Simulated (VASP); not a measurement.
# TiB2 (P6/mmm) in VASP: further runs, part 2 of 2

VASP 6.6.1.

## (3) Density of states, PBE

Contents of POSCAR:

```
TiB2
1.0
    3.0292000000      0.0000000000      0.0000000000
   -1.5146000000      2.6233641531      0.0000000000
    0.0000000000      0.0000000000      3.2284000000
Ti B
1 2
Direct
    0.0000000000      0.0000000000      0.0000000000
    0.6666666667      0.3333333333      0.5000000000
    0.3333333333      0.6666666667      0.5000000000
```

Contents of INCAR.step1:

```
SYSTEM = TiB2
ALGO = Fast
EDIFF = 1E-6
ENCUT = 520
GGA = PE
ISIF = 2
ISMEAR = 0
LASPH = .TRUE.
LCHARG = .TRUE.
LMAXMIX = 4
LREAL = .FALSE.
LWAVE = .FALSE.
NBANDS = 16
NELM = 80
PREC = Accurate
SIGMA = 0.02
```

Contents of KPOINTS.step1:

```
k-points
0
G
  10 10 8
  0 0 0
```

Contents of INCAR.step2:

```
SYSTEM = TiB2
ALGO = Fast
EDIFF = 1E-6
ENCUT = 520
GGA = PE
ICHARG = 11
ISIF = 2
ISMEAR = -5
LASPH = .TRUE.
LCHARG = .FALSE.
LMAXMIX = 4
LORBIT = 10
LREAL = .FALSE.
LWAVE = .FALSE.
NBANDS = 16
NEDOS = 1001
NELM = 80
PREC = Accurate
SIGMA = 0.02
```

Contents of KPOINTS.step2:

```
k-points
0
G
  15 15 12
  0 0 0
```

Potentials or basis: VASP PAW PBE potentials, release 64 (Ti_sv, B).

Run with:

```bash
$ cat potpaw_PBE.64/Ti_sv/POTCAR potpaw_PBE.64/B/POTCAR > POTCAR
$ cp INCAR.step1 INCAR
$ cp KPOINTS.step1 KPOINTS
$ mpirun -np 1 vasp_std > vasp.out
$ cp INCAR.step2 INCAR
$ cp KPOINTS.step2 KPOINTS
$ mpirun -np 1 vasp_std > vasp.out
```

It took 97 s on 1 thread of Intel Xeon Platinum 8259CL at 2.50GHz (Skylake/Cascade Lake), shared host; peak memory 0.19 GiB.

Results (log left out):

```
Valence electrons inside the program's atomic spheres : Ti 10.42; B 2.01
```

Levels at points of the mesh, in eV from the Fermi level:
```csv
k point,band 6,band 7,band 8,band 9,band 10,band 11,band 12,band 13
"(0.00, 0.00, 0.00)",-2.70,-2.70,-2.42,-2.21,1.80,1.80,3.55,3.55
"(0.00, 0.00, 0.50)",-7.71,-0.64,-0.64,-0.27,-0.27,0.33,0.33,1.55
```

States per cell in windows of 1 eV (zero at the Fermi level; states under -8 eV left out):
```csv
from (eV),total,Ti1_d,B2_p,B3_p,B2_s,B3_s,Ti1_p
-8.0,0.59,0.05,0.08,0.08,0.07,0.07,0.02
-7.0,0.63,0.06,0.10,0.10,0.04,0.04,0.02
-6.0,0.91,0.10,0.18,0.18,0.03,0.03,0.03
-5.0,1.19,0.18,0.25,0.25,0.02,0.02,0.04
-4.0,1.91,0.42,0.35,0.35,0.01,0.01,0.09
-3.0,1.13,0.41,0.16,0.16,0.00,0.00,0.03
-2.0,0.90,0.48,0.07,0.07,0.00,0.00,0.01
-1.0,0.37,0.23,0.02,0.02,0.00,0.00,0.00
0.0,0.75,0.53,0.04,0.04,0.00,0.00,0.00
1.0,1.72,1.26,0.08,0.08,0.01,0.01,0.01
2.0,2.80,2.23,0.11,0.11,0.02,0.02,0.01
3.0,1.54,1.07,0.10,0.10,0.03,0.03,0.02
4.0,1.02,0.66,0.07,0.07,0.03,0.03,0.01
5.0,0.81,0.38,0.08,0.08,0.02,0.02,0.03
6.0,1.26,0.37,0.20,0.20,0.03,0.03,0.04
7.0,1.18,0.22,0.14,0.14,0.08,0.08,0.04
```

Caveat: tetrahedron occupations give inexact forces and stress in metals.

## (4) Electric field gradients, PBE

Contents of INCAR:

```
  PREC = Accurate
  ENCUT = 520
  EDIFF = 1E-8
  ISMEAR = 0
  SIGMA = 0.02
  LREAL = False
  LASPH = True
  NELM = 80
  ALGO = Normal
  ISIF = 2
  LWAVE = False
  LCHARG = False
  GGA = PE
  LEFG = True
```

Contents of KPOINTS:

```
Automatic mesh
0
Gamma
  10 10 8
```

POSCAR is that of step 3.

Potentials or basis: VASP PAW PBE potentials, release 64 (Ti_sv, B).

Run with:

```bash
$ cat potpaw_PBE.64/Ti_sv/POTCAR potpaw_PBE.64/B/POTCAR > POTCAR
$ mpirun -np 1 vasp_std > vasp.out
```

OUTCAR:

```text
PREC = Accurate
   ENCUT = 520
   EDIFF = 1E-8
   ISMEAR = 0
   LREAL = False
   LASPH = True
   NELM = 80
   ISIF = 2
   GGA = PE

 ion  position               nearest neighbor table
   1  0.000  0.000  0.000-   2 2.38   3 2.38   2 2.38   3 2.38   3 2.38   3 2.38   2 2.38   2 2.38
                             2 2.38   2 2.38   3 2.38   3 2.38
   2  0.667  0.333  0.500-   3 1.75   3 1.75   3 1.75   1 2.38   1 2.38   1 2.38   1 2.38   1 2.38
                             1 2.38
   3  0.333  0.667  0.500-   2 1.75   2 1.75   2 1.75   1 2.38   1 2.38   1 2.38   1 2.38   1 2.38
                             1 2.38

  LATTYP: Found a hexagonal cell.
 ALAT       =     3.0292000000
 C/A-ratio  =     1.0657599366

  Lattice vectors:

 A1 = (   3.0292000000,   0.0000000000,   0.0000000000)
 A2 = (  -1.5146000000,   2.6233641531,   0.0000000000)
 A3 = (   0.0000000000,   0.0000000000,   3.2284000000)

Analysis of symmetry for initial positions (statically):
[... 587 lines left out ...]
     0.000000000  0.000000000  3.228400000     0.000000000  0.000000000  0.309750960

 POSITION                                       TOTAL-FORCE (eV/Angst)
 -----------------------------------------------------------------------------------
      0.00000      0.00000      0.00000        -0.000000      0.000000     -0.000000
      1.51460      0.87445      1.61420        -0.000000      0.000000     -0.000000
     -0.00000      1.74891      1.61420         0.000000     -0.000000      0.000000
 -----------------------------------------------------------------------------------
    total drift:                               -0.000000      0.000000      0.000000

  FREE ENERGIE OF THE ION-ELECTRON SYSTEM (eV)
  ---------------------------------------------------
  free  energy   TOTEN  =       -24.4204477565 eV

  energy  without entropy=      -24.4200469706  energy(sigma->0) =      -24.42024736

 Electric field gradients (V/A^2)
---------------------------------------------------------------------
 ion       V_xx      V_yy      V_zz      V_xy      V_xz      V_yz
---------------------------------------------------------------------
   1      -8.159    -8.160    16.319    -0.001    -0.000     0.000
   2      -2.287    -2.287     4.575     0.000     0.000    -0.000
   3      -2.287    -2.287     4.575     0.000     0.000    -0.000
---------------------------------------------------------------------

 Electric field gradients after diagonalization (V/A^2)
 (convention: |V_zz| > |V_xx| > |V_yy|)
----------------------------------------------------------------------
 ion       V_xx      V_yy      V_zz     asymmetry (V_yy - V_xx)/ V_zz
----------------------------------------------------------------------
   1      -8.161    -8.158    16.319       0.000
   2      -2.287    -2.287     4.575       0.000
   3      -2.287    -2.287     4.575       0.000
----------------------------------------------------------------------

           NMR quadrupolar parameters

 Cq : quadrupolar parameter    Cq=e*Q*V_zz/h
 eta: asymmetry parameters     (V_yy - V_xx)/ V_zz
 Q  : nuclear electric quadrupole moment in mb (millibarn)
----------------------------------------------------------------------
 ion       Cq(MHz)       eta       Q (mb)
----------------------------------------------------------------------
   1       0.039       0.000       1.000
   2       0.011       0.000       1.000
   3       0.011       0.000       1.000
----------------------------------------------------------------------
```

Run time: 20 s. Hardware: 1 thread of Intel Xeon Platinum 8259CL at 2.50GHz (Skylake/Cascade Lake), shared host; peak memory 0.15 GiB.

Results:

- Free energy: -24.4204 eV
- Pressure: 0.5 GPa
- Band gap on the k mesh: none (metal or under the smearing width)

Electric field gradients, principal values (V/Å²):
```csv
atom,Vxx,Vyy,Vzz
1 Ti,-8.158,-8.161,16.319
2 B,-2.287,-2.287,4.575
3 B,-2.287,-2.287,4.575
```

## (5) The reference run

An earlier run on the cell as given: functional PBE; potentials or basis VASP PAW PBE potentials, release 64 (Ti_sv, B); cutoff 520 eV; k mesh 10 × 10 × 8; occupations fermi-dirac, width 0.05 eV; no spin polarisation.

- Pressure: 0.5 GPa
- Band gap on the k mesh: none (metal or under the smearing width)

## (6) Summary

```tsv
task	smearing	k mesh for the DOS	occupations for the DOS	gap on the mesh (eV)	pressure (GPa)
optical spectrum	gaussian 0.02 eV	-	-	none	0.5
density of states	gaussian 0.02 eV	15 × 15 × 12	tetrahedron	-	-
electric field gradients	gaussian 0.02 eV	-	-	none	0.5
single point	fermi-dirac 0.05 eV	-	-	none	0.5
```

Alike in all rows: level PBE; potentials or basis VASP PAW PBE potentials, release 64 (Ti_sv, B); no spin polarisation; cell as given; k mesh 10 × 10 × 8; cutoff (eV) 520.

Every run on the cell as given and a fine mesh finds a metal.

Caveats: spectra need much finer meshes, so this one isn't converged (some runs); independent-particle spectra lack excitons (some runs); the intraband (Drude) part of a metal's response may be missing (some runs); tetrahedron occupations give inexact forces and stress in metals (some runs).

Total energies depend on the potentials used, so only differences within one code and one set of settings carry meaning.
